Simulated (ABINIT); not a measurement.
InSe:

```
CELL_PARAMETERS angstrom
5.82639 -2.05465 0.00000
5.82639 2.05465 0.00000
-1.72323 0.00000 4.77135
ATOMIC_POSITIONS crystal
In 0.88820 0.88820 0.04684
In 0.11180 0.11180 0.95316
Se 0.66093 0.66093 0.66896
Se 0.33907 0.33907 0.33104
```

The cell comes from a database or a generator and needn't be the stable form of this composition.

```yaml
Program: ABINIT 10.8.3 (patched build)
Task: relaxation of cell and atoms
Functional: PBEsol
Potentials_or_basis: JTH PAW PBE v2.0
Cutoff: 599 eV
k_mesh: 4 × 4 × 3
Occupations: fermi-dirac, width 0.05 eV
Spin: no spin polarisation
```

At the start: pressure -1.1 GPa; volume 28.56 Å³/atom.

**Question.** Where does the relaxation end?

**Answer.** Over 28 steps the energy falls by 16.5 meV/atom and the volume is 25.40 Å³/atom (-11.1 %); space group C2/m (No. 12, to 0.05 Å).

Step by step:
```
step  energy change (eV)  largest force (eV/Å)  pressure (GPa)  volume (Å³)
   1              0.0000                0.0745           -1.12       114.24
   2             -0.0029                0.0945           -0.97       113.85
   3             -0.0130                0.2253            0.19       111.02
   4             -0.0141                0.2119            0.18       110.89
   5             -0.0233                0.1699           -0.04       109.36
   6             -0.0250                0.1688           -0.10       109.11
   7             -0.0337                0.1180           -0.26       107.54
   8             -0.0368                0.1130           -0.22       106.84
   9             -0.0392                0.1598           -0.13       106.37
  10             -0.0418                0.2213           -0.01       105.85
  11             -0.0458                0.2544            0.14       105.01
  12             -0.0499                0.2199            0.23       104.09
  13             -0.0527                0.1401            0.17       103.66
  14             -0.0539                0.1050            0.06       103.63
  15             -0.0545                0.0986            0.01       103.60
  16             -0.0551                0.0852           -0.04       103.62
  17             -0.0557                0.0669           -0.04       103.58
  18             -0.0563                0.0783           -0.02       103.54
  19             -0.0571                0.0892            0.03       103.45
  20             -0.0584                0.1004            0.08       103.30
  21             -0.0602                0.1050            0.14       102.88
  22             -0.0614                0.0721            0.05       103.00
  23             -0.0625                0.0491           -0.03       102.96
  24             -0.0627                0.0462           -0.06       102.95
  25             -0.0635                0.0401           -0.17       102.88
  26             -0.0643                0.0484           -0.18       102.64
  27             -0.0658                0.0367           -0.13       102.15
  28             -0.0660                0.0140           -0.03       101.61
```

Final structure:
```yaml
crystal:
  lattice:
    - [5.90504, -2.06441, 0.09374]
    - [5.90504, 2.06441, 0.09374]
    - [-1.66973, 0.00000, 4.14127]
  atoms:
    - { symbol: In, position: [0.88347, 0.88347, 0.01285] }
    - { symbol: In, position: [0.11653, 0.11653, 0.98715] }
    - { symbol: Se, position: [0.65000, 0.65000, 0.63255] }
    - { symbol: Se, position: [0.35000, 0.35000, 0.36745] }
```

Caveat: the k mesh is coarse (spacing up to 0.44 Å⁻¹), so the values aren't converged; the PAW data sets were made with another functional, which shifts forces and pressure a little.
